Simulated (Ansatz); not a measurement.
## How high a cutoff does the level of P_Ga in GaP (F-43m) need?

Aim: the (+2/+1) level of P_Ga in GaP (F-43m) as a function of the plane-wave cutoff, with the cost of each choice. The model is a cell of 72 host atoms with 1 Ga taken out and 1 P put in; the atoms are relaxed once and then held.

Calculated with Ansatz 0.2.0; plane-wave PAW DFT; relaxations with PBEsol, then single points with PBEsol, on supercells at fixed charge in a uniform background.

### 1. Starting point

The cell holds 72 atoms: 35 Ga and 37 P. Its edges and angles: a = 11.538 Å, b = 11.538 Å, c = 15.383 Å, α = 60.0°, β = 60.0°, γ = 60.0°. It derives from GaP (space group F-43m). Nearest the centre at fractional (0.333, 0.667, 0.500): P45 at 0.00 Å, P20 at 2.36 Å, P14 at 2.36 Å, P36 at 2.36 Å, P12 at 2.36 Å, Ga29 at 3.85 Å, Ga5 at 3.85 Å, Ga21 at 3.85 Å. The cell carries charge +2.

Coordinates:

```xyz
72
Lattice="0.0000 8.1583 8.1583 8.1583 0.0000 8.1583 10.8778 10.8778 0.0000" Properties=species:S:1:pos:R:3 pbc="T T T"
Ga    0.0000    0.0000    0.0000
P     4.0792    4.0792    4.0792
Ga    2.7194    2.7194    0.0000
P     6.7986    6.7986    4.0792
Ga    5.4389    5.4389    0.0000
P     9.5181    9.5181    4.0792
Ga    8.1583    8.1583    0.0000
P    12.2375   12.2375    4.0792
Ga    2.7194    0.0000    2.7194
P     6.7986    4.0792    6.7986
Ga    5.4389    2.7194    2.7194
P     9.5180    6.7986    6.7986
Ga    8.1583    5.4389    2.7194
P    12.2375    9.5181    6.7986
Ga   10.8777    8.1583    2.7194
P    14.9569   12.2375    6.7986
Ga    5.4389    0.0000    5.4389
P     9.5181    4.0792    9.5181
Ga    8.1584    2.7194    5.4389
P    12.2375    6.7986    9.5181
Ga   10.8778    5.4389    5.4389
P    14.9570    9.5181    9.5181
Ga   13.5972    8.1583    5.4389
P    17.6764   12.2375    9.5181
Ga    0.0000    2.7194    2.7194
P     4.0792    6.7986    6.7986
Ga    2.7194    5.4389    2.7194
P     6.7986    9.5180    6.7986
Ga    5.4389    8.1583    2.7194
P     9.5181   12.2375    6.7986
Ga    8.1583   10.8777    2.7194
P    12.2375   14.9569    6.7986
Ga    2.7194    2.7194    5.4388
P     6.7986    6.7986    9.5180
Ga    5.4389    5.4389    5.4388
P     9.5180    9.5180    9.5180
Ga    8.1583    8.1583    5.4388
P    12.2375   12.2375    9.5180
Ga   10.8777   10.8777    5.4388
P    14.9569   14.9569    9.5180
Ga    5.4389    2.7194    8.1583
P     9.5181    6.7986   12.2375
Ga    8.1584    5.4389    8.1583
P    12.2375    9.5180   12.2375
P    10.8778    8.1583    8.1583
P    14.9570   12.2375   12.2375
Ga   13.5972   10.8777    8.1583
P    17.6764   14.9569   12.2375
Ga    0.0000    5.4389    5.4389
P     4.0792    9.5181    9.5181
Ga    2.7194    8.1584    5.4389
P     6.7986   12.2375    9.5181
Ga    5.4389   10.8778    5.4389
P     9.5181   14.9570    9.5181
Ga    8.1583   13.5972    5.4389
P    12.2375   17.6764    9.5181
Ga    2.7194    5.4389    8.1583
P     6.7986    9.5181   12.2375
Ga    5.4389    8.1584    8.1583
P     9.5180   12.2375   12.2375
Ga    8.1583   10.8778    8.1583
P    12.2375   14.9570   12.2375
Ga   10.8777   13.5972    8.1583
P    14.9569   17.6764   12.2375
Ga    5.4389    5.4389   10.8778
P     9.5181    9.5181   14.9570
Ga    8.1584    8.1584   10.8778
P    12.2375   12.2375   14.9570
Ga   10.8778   10.8778   10.8778
P    14.9570   14.9570   14.9570
Ga   13.5972   13.5972   10.8778
P    17.6764   17.6764   14.9570
```

Known beforehand: the electronic dielectric constant, 10.63, and the static one, 12.62, computed on the host (DFPT, PBEsol).

The cell's shortest repeat is 11.5 Å.

### 2. Relaxing both charge states, PBEsol

The study needs fixed structures, so each charge is relaxed once, at one point at (¼, ¼, ¼), from small random displacements that break the symmetry of the site.

Contents of qp2.relax/input.yaml:

```yaml
crystal:
  lattice:
    - [0.0, 2.71944326, 2.71944326]
    - [2.71944326, 0.0, 2.71944326]
    - [2.71944326, 2.71944326, 0.0]
  atoms:
    - { symbol: Ga, position: [0.0, 0.0, 0.0] }
    - { symbol: P, position: [0.75, 0.75, 0.75] }
  supercell: [3, 3, 4]
  defects: [{ substitution: { at: 44, symbol: P } }]
total_charge: 2
basis:
  ecutwfc: 420
  xc_grid: 2
hamiltonian:
  xc: pbesol
  pseudopotentials: { kind: paw, azcp: { folder: soft_1 }, xc_functional: pbe }
kpoints:
  mp_grid: { grid: [1, 1, 1], shift: [0.25, 0.25, 0.25] }
scf:
  occupations: { method: fixed }
  max_iter: 100
output:
  forces: true
  charged_corrections:
    epsilon: 10.63
    static_epsilon: 12.62
    defect_position: [0.333333, 0.666667, 0.5]
relax:
  f_tol: 0.015
  max_steps: 60
  random_displacement: { amplitude: 0.04, seed: 1691 }
checkpoint:
  write: "../qp2.relax.run"
  compress: false
  write_wavefunctions: true
  write_every: 100000
```

Run with:

```console
ansatz run input.yaml --threads 32 --pin off --max-ram 84787MiB --backend cuda --events-out ev --progress --plain --runs-dir out --max-vram 78GiB
```

Numbers of over 12 decimals in the logs are rounded to 6 here.

The log of the run:

```text
[... repeated set-up lines and file paths are left out, and long positions are rounded to six places ...]
Engine: ansatz 0.2.0, aarch64-unknown-linux-gnu
Pseudopotentials: kind: paw
Pseudopotential: Ga, paw, valence charge 13, recommended cutoff 420 eV (normal), soft_1/Ga.paw.azcp
Pseudopotential: P, paw, valence charge 5, recommended cutoff 420 eV (normal), soft_1/P.paw.azcp
Functional definition: PBEsol
  exchange = pbesol_x
  correlation = pbesol_c
[...]
Crystal: 72 atoms, lattice volume = 1448.013 Å³
Basis set: ecut = 420 eV, 28227 PW (Γ), exchange–correlation on 160×160×216 points (8 copies of the dense FFT grid, shifted against one another)
Bands: 391, of which v1, the nominal top of the filled ones, is band 319 counted from 1 (318 counted from 0)
Symmetry: 1 space group operations
k-points: 1
Non-local potential: Ga, projectors of the file, l = 0: 2, l = 1: 2, l = 2: 3, l = 3: 1
Non-local potential: P, projectors of the file, l = 0: 2, l = 1: 2, l = 2: 1
PAW form: soft (Blöchl's): semilocal exchange-correlation on the pseudo side does not see the compensation charge
PAW frozen core: Ga, regenerated for the run's functional, and the local potential with it (the file was generated under x = pbe(κ = 0.804, μ = 0.219515), c = pbe(β = 0.066725))
PAW frozen core: P, regenerated for the run's functional, and the local potential with it (the file was generated under x = pbe(κ = 0.804, μ = 0.219515), c = pbe(β = 0.066725))
PAW one-centre angular grid: Ga, 590 points (default); XC on 64 Gauss nodes
PAW one-centre angular grid: P, 110 points (default); XC on 64 Gauss nodes
Initial density: superposition of atomic densities (chi_scale 0.1, normalization cell, long waves kept (reshape's long-wave potential 0.13 eV rms))
Initial wavefunctions: pseudopotential atomic-orbital guess
[...]
Functional: x = pbesol(κ = 0.804, μ = 0.123457), c = pbesol(β = 0.046)
SCF iter   1: F=—  HF=-158442.386479 eV  |Δ(HF+E_count)|=         —  Δρ=5.14e-2  dr2=3.92e1  Hψ=1201
preconditioner: auto → Resta (q_TF=auto, 2.380 Å⁻¹)  ε∞=4.1  [insulator: Δε(μ)=1.846 eV  Ē_g=13.965 eV  n_scr=338 (ndim 8)  ℏωp=24.6 eV  f_vac=0.000  ε∞_Penn≈4.1]
SCF iter   2: F=—  HF=-158434.529405 eV  |Δ(HF+E_count)|=    7.86e0  Δρ=2.75e-2  dr2=8.42e0  Hψ=550
[...]
SCF iter   9: F=-158432.278113 eV  HF=-158432.278116 eV  |Δ(HF+E_count)|=   1.60e-5  Δρ=1.28e-5  dr2=2.19e-6  Hψ=1400
SCF 1 converged in 9 iterations: F = -158432.278113 eV  dr2 = 2.19e-6
[...]
relax step   1: F+E_penalty+E_count = -158432.27811334 eV  Δ(F+E_penalty+E_count) = +0.000e0 eV  max|allowed force component| = 1.120e0 eV/Å  Δτ_max = 0.0000 Å  (9 SCF iters, dr2 threshold 5.63e-6 eV, accepted)
[...]
relax step   2: F+E_penalty+E_count = -158433.20365002 eV  Δ(F+E_penalty+E_count) = -9.255e-1 eV  max|allowed force component| = 4.871e-1 eV/Å  Δτ_max = 0.0753 Å  (6 SCF iters, dr2 threshold 7.84e-5 eV, accepted)
[...]
relax step   4: F+E_penalty+E_count = -158433.38029497 eV  Δ(F+E_penalty+E_count) = -1.325e-2 eV  max|allowed force component| = 2.401e-2 eV/Å  Δτ_max = 0.0189 Å  (6 SCF iters, dr2 threshold 3.07e-6 eV, accepted)
[...]
relax step   5: F+E_penalty+E_count = -158433.38095522 eV  Δ(F+E_penalty+E_count) = -6.603e-4 eV  max|allowed force component| = 5.953e-3 eV/Å  Δτ_max = 0.0038 Å  (6 SCF iters, accepted)
[...]
NSCF: frozen V_eff on 1 k-points
[...]
SCF converged after 6 iterations
Free energy (F): -158433.380955 eV
Harris-Foulkes:  -158433.380955 eV  (|F-HF|=8.03e-9)
Internal energy: -158433.380955 eV  (E = F + TS)
E sigma→0 (E₀):  -158433.380955 eV
Fermi energy:    6.909267 eV
--- Per-component energies (eV) ---
  E_band       = -2080.493259
  E_kinetic    = 6443.263943
  E_local      = -59220.305588  (includes V_loc(G=0)·N_el)
  E_nonlocal   = -2009.325965
  E_hartree    = 35737.368202
  E_xc         = -4853.715647
  E_vxc        = -4202.208001  (∫ρ·V_xc dr)
  E_paw        = -88439.099089  (= ΣΔE_a)
  E_vpaw       = -14566.645477  (= ΣTr[D̂ρ^β])
  E_aug_tail   = -0.007740  (compensation charges beyond the density's cutoff)
  E_ewald      = -46123.468898
  E_core_change = 31.909826  (= ΣΔE_core)
  E_smearing   = -0.000000  (= −TS)
  E_closure    = 0.000000  (closes the sum)
  E_deformation_potential = 27.030433  (in the stress; not in F)
  Σ components = -158433.380955   (vs F -158433.380955, Δ=0.00e0)
--- Forces (eV/Å), atoms counted from 1 ---
  atom   1  Ga     0.00062659    -0.00304035    -0.00027935
  atom   2  P     -0.00348129     0.00194556    -0.00086935
  [... 2 atoms left out ...]
  atom   5  Ga     0.00361520    -0.00184497    -0.00396472
  [... 1 atom left out ...]
  [... 66 more lines of this table ...]
  max |Σ_I F_I| component: 1.32e-5 eV/Å
--- Charged-cell corrections in eV (Makov–Payne, q = +2.000 e, ε = 12.620) ---
  F (periodic)     = -158433.380955  (uncorrected; the corrections below are reported, never added to it)
  E_corr1          = +0.573329  (monopole, q²α_M/2εL)
  F Makov-Payne    = -158432.807626  (F + E_corr1; no measured alignment; for a localised charge, not one spread in a band: unchecked)
  no potential alignment in this run, which stands beside a crystal: run the host's input off ansatz write-host-input, and read the two finished runs by ansatz place-levels (neither reads a slab, a wire or a sheet, whose cell leaves a vacuum)
--- Band table (eV) ---
  k-point 0: bands = ["-7.7554", "-7.7065", "-7.7029", "-7.7024", "-7.6979", "-7.6957", "-7.6948", "-7.6914", "-7.6765", "-7.6740", [... rest cut ...]
--- Relaxed structure (5 steps of the walk, 5 accepted, 0 SCFs on fresh bases) ---
  F+E_penalty+E_count = -158433.38095522 eV   max|allowed force component| = 5.953e-3 eV/Å
  atoms:
    - { symbol: Ga, position: [-0.000424, 0.000662, 3.6555982325242015e-5] }
    - { symbol: P, position: [0.248787, 0.248210, 0.190033] }
    [... 2 atoms left out ...]
    - { symbol: Ga, position: [-0.004300, -0.001898, 0.502653] }
    [... 1 atom left out ...]
  [... 66 more lines of this table ...]
```

It took 4.6 s on 1 × NVIDIA GB200 with 32 threads of Arm Neoverse V2, shared host; peak memory 1.5 GiB.

Step by step:

```csv
step,energy less that of the first step (eV),largest force component (eV/Å)
1,0.0000,1.1197
2,-0.9255,0.4871
3,-1.0889,0.1642
4,-1.1022,0.0240
5,-1.1028,0.0060
```

The atoms that moved most (Å, from the sites as typed, ahead of the random displacement, the mean shift of all atoms taken out):

```csv
atom,dx,dy,dz,length
P14,-0.067,-0.068,0.073,0.120
P12,0.054,0.053,0.070,0.103
P20,-0.057,0.057,-0.051,0.095
P36,0.056,-0.057,-0.051,0.095
Ga43,-0.010,-0.010,0.067,0.069
Ga29,0.018,0.064,0.012,0.068
Ga69,0.064,0.017,0.010,0.067
Ga21,0.055,-0.010,-0.016,0.059
```

Neighbours of P45 at the end:

```csv
atom,distance (Å)
P14,2.227
P12,2.260
P20,2.261
P36,2.261
Ga39,3.845
Ga23,3.846
Ga27,3.855
Ga67,3.855
Ga5,3.855
Ga61,3.857
Ga69,3.862
Ga29,3.863
Ga37,3.866
Ga47,3.868
Ga21,3.869
Ga43,3.870
```

```csv
charge,moment set (μB),steps,largest displacement (Å),time
+1,1,6,0.12,7.2 s
+2,0,5,0.12,4.6 s
```

The relaxation ends 15 meV an atom lower than the displaced start, with a largest force component of 0.0060 eV/Å.

### 3. First setting: 250 eV

Total energies converge slowly with the cutoff, but a level is a difference between cells with the same atoms, so much of the error should cancel. The host is run again at each cutoff. The single points sample a 2×2×2 shifted mesh.

Contents of qp2.e250/input.yaml:

```yaml
crystal:
  checkpoint: "../qp2.relax.run"
  host: checkpoint
total_charge: 2
basis:
  ecutwfc: 250
  xc_grid: 2
hamiltonian:
  xc: pbesol
  pseudopotentials: { kind: paw, azcp: { folder: soft_1 }, xc_functional: pbe }
kpoints:
  mp_grid: { grid: [2, 2, 2], shift: [0.5, 0.5, 0.5] }
scf:
  occupations: { method: fixed }
  max_iter: 100
output:
  forces: true
  charged_corrections:
    epsilon: 10.63
    static_epsilon: 12.62
    defect_position: [0.333333, 0.666667, 0.5]
  eigenvalues: true
checkpoint:
  write: "../qp2.e250.run"
  compress: false
  write_wavefunctions: false
  write_every: 100000
```

The log of the run:

```text
[...]
Warning: basis.ecutwfc = 250 eV is below the records' recommended 420 eV, and the density's cutoff is lower with it unless basis.ecutrho_ratio is high enough to keep the records' density cutoff: compare with a run at a higher cutoff
crystal.checkpoint: the structure is that of <dir>, a `relax` run, at its step 5: its result, under pbesol at a charge of 2 e; 72 atoms read, 0 with a starting moment; no density is read with it (checkpoint.read); crystal.structure_sha256 for this input is
[...]
device memory: the entry about to start is reckoned to put 13.1 GiB on a device that reports 182.5 GiB free (of which the cap on the GPU budget leaves the run 78.0 GiB)
GPU FFT provider: cuFFT
GPU libraries: cuBLAS 13.8.1, cuFFT 12.4.0, cuSOLVER 12.3.2
GPU matrix products: emulated (plane waves: as basis.precision tells), large ones in fixed point in workspaces of 1.00 GiB
Crystal: 72 atoms, lattice volume = 1448.013 Å³
Basis set: ecut = 250 eV, 12979 PW (Γ), exchange–correlation on 120×120×160 points (8 copies of the dense FFT grid, shifted against one another)
Bands: 391, of which v1, the nominal top of the filled ones, is band 319 counted from 1 (318 counted from 0)
[... 1 set-up line as in the run before ...]
[...]
k-points: 4 of 8 (time reversal used)
[...]
GPU buffer pool allocated for 288000 grid points (all kernels)
GPU transforms: local potential and band sums: pruned to the plane-wave sphere, on 60×60×80
[...]
SCF iter   1: F=—  HF=-158413.040675 eV  |Δ(HF+E_count)|=         —  Δρ=4.97e-2  dr2=3.52e1  Hψ=4878
[...]
SCF iter   3: F=—  HF=-158400.558545 eV  |Δ(HF+E_count)|=    2.43e0  Δρ=5.86e-3  dr2=6.95e-1  Hψ=2998
automatic band count: iteration 3 solves 370 bands in place of 391: the levels show a gap, and the empty bands left out lie too high to hold charge; the band table lists the bands solved (type scf.n_extra_bands for more)
SCF iter   4: F=—  HF=-158400.004100 eV  |Δ(HF+E_count)|=   5.54e-1  Δρ=1.94e-3  dr2=9.31e-2  Hψ=2581
[...]
SCF iter  10: F=-158400.039200 eV  HF=-158400.039200 eV  |Δ(HF+E_count)|=   3.53e-7  Δρ=2.40e-6  dr2=9.72e-8  Hψ=7825
SCF 1 converged in 10 iterations: F = -158400.039200 eV  dr2 = 9.72e-8
[...]
SCF converged after 10 iterations
Free energy (F): -158400.039200 eV
[...]
Internal energy: -158400.039200 eV  (E = F + TS)
E sigma→0 (E₀):  -158400.039200 eV
Fermi energy:    6.849414 eV
[...]
--- Forces (eV/Å), atoms counted from 1 ---
  atom   1  Ga    -0.04412583    -0.04972105     0.03305356
  atom   2  P      0.04410129     0.04066305    -0.04175733
  [... 4 atoms left out ...]
  [... 66 more lines of this table ...]
  max |Σ_I F_I| component: 1.13e-5 eV/Å
--- Charged-cell corrections in eV (Makov–Payne, q = +2.000 e, ε = 10.630 of the electrons, 12.620 with the ions) ---
[...]
E_corr1          = +0.680660  (monopole, q²α_M/2εL)
  F Makov-Payne    = n/a  (the rows are of the electrons' constant alone; ansatz place-levels tells what screens the charge)
[...]
--- Band table (eV) ---
[...]
```

Elapsed: 2 s, on 1 × NVIDIA GB200 with 32 threads; peak memory 1.2 GiB.

The column dr2 measures how far the density is from self-consistency, as an energy; F and HF (Harris–Foulkes) agree once it is small.

Both charges and the host at this setting go to place-levels, which corrects for the image charge and aligns the potentials.

Contents of levels.e250.yaml:

```yaml
host:
  run: host.e250.run
states: [qp1_M1.e250.run, qp2.e250.run]
geometry_from:
  qp1_M1.e250.run: qp1_M1.relax.run
  qp2.e250.run: qp2.relax.run
  host.e250.run: host.relax.run
```

Run with:

```console
ansatz place-levels levels.e250.yaml -- --threads 32 --pin off --max-ram 84787MiB --backend cuda --max-vram 78GiB
```

The log of the run:

```text
(+2/+1) 0.561 eV above the valence edge, 0.898 eV under the conduction edge
  edges by pbesol, gap 1.460 eV; the host is sampled to repeats of 23.08 Å
  the defect's cells are sampled to repeats of 23.08 Å, like sampling
  charge +2: -158399.5102 eV with its correction of +0.529 eV, at epsilon 12.62, aligned at sites: -0.0222 eV, mean over 37 atomic sites at or beyond 5.77 Å from the host's site at [0.3332, 0.6666, 0.5003] by the defect at [0.3333, 0.6667, 0.5000], with [...]
[...]
of states[1] (qp2.e250.run): how wide its charge is, is not read beside other atoms or cores, and a band state would take no correction. [...]
  of states[0] (qp1_M1.e250.run): how wide its charge is, is not read beside other atoms or cores, and a band state would take no correction. [...]
```

Elapsed: 0.13 s, on 32 threads.

At this setting the gap is 1.460 eV and (+2/+1) lies 0.561 eV above the valence top.

### 4. The other settings

In the defect's inputs only the studied keys change. The next input; the others follow the same pattern (350 eV, 420 eV, 500 eV, 600 eV and 750 eV):

qp2.e300/input.yaml, as its differences from qp2.e250/input.yaml of step 3:

```diff
@@ -5,3 +5,3 @@
 basis:
-  ecutwfc: 250
+  ecutwfc: 300
   xc_grid: 2
@@ -23,3 +23,3 @@
 checkpoint:
-  write: "../qp2.e250.run"
+  write: "../qp2.e300.run"
   compress: false
```

300 eV: no level is given: the program refused to place it, or it failed a test of edges or alignment.

600 eV: no level is given: the program refused to place it, or it failed a test of edges or alignment.

### 5. Result against cost

Times of the states on 1 × NVIDIA GB200 with 32 threads of Arm Neoverse V2, shared host; the host is run again at each setting:

```csv
plane-wave cutoff,gap (eV),(+2/+1) above the valence top (eV),under the conduction bottom (eV),level less that at 750 eV (meV),"time, both charge states","time, host and placing",peak memory of a state (GiB)
250 eV,1.460,0.561,0.898,44,4.5 s,2 s,1.2
350 eV,1.442,0.518,0.924,0,6 s,2.6 s,1.5
420 eV,1.441,0.517,0.923,0,6.4 s,18 s,1.5
500 eV,1.441,0.517,0.923,0,8 s,2.4 s,1.8
750 eV,1.441,0.518,0.923,0,11 s,3 s,2.1
```

### 6. Summary of results

```yaml
plus_2_plus_1_level_250_ev: 0.56 eV
plus_2_plus_1_level_350_ev: 0.52 eV
plus_2_plus_1_level_420_ev: 0.52 eV
plus_2_plus_1_level_500_ev: 0.52 eV
plus_2_plus_1_level_750_ev: 0.52 eV
```

What this shows: Over the settings in the table the level spans 0.044 eV; from 350 eV on, both the level and its depth under the conduction bottom lie within 0.02 eV of the reference (750 eV, 0.52 eV). The largest miss of the level above the valence top is 44 meV, with 250 eV. The total energy of the charged cell falls by 36.3 eV over the same range, so nearly all of the basis error cancels in the level. In a reference run the bands overlap at the filling edge, so the reference itself is in doubt. Cell and atoms were held and forces were not judged; the files' recommended cutoff is 420 eV. Only the charges +1 and +2 were run, each from one start, so (+2/+1) need not be a change between stable states. The host ran in cells of different size at different settings, so its times don't compare. With nearly degenerate levels at the filling edge in most or all rows, agreement between settings doesn't show that the state itself is settled. At 250 eV, 350 eV, 420 eV, 500 eV and 750 eV a state has next to no gap at its filling edge, or overlapping levels, which makes the level less certain. What this leaves open: PBEsol makes the gap too small and tends to spread out bound carriers; force components of up to 0.27 eV/Å remain in a run at the final settings.

[Logs are printed without paths, hosts, clocks, repeated set-up lines and the standing remarks that a program may print on its own settings, such as how far it seeks lower states.]

[Hosts, paths, dates, database ids (printed as entryN), source tags and the programs' standing remarks are cut or masked in the printed files.]

[Where a table of states has a column of steps, it counts the stored structures, which are thinned; the runs took as many ionic steps or more.]

[For some hosts the program warned that the k-mesh of the response run may be too coarse for force constants and the static dielectric constant; such warnings are not shown here.]
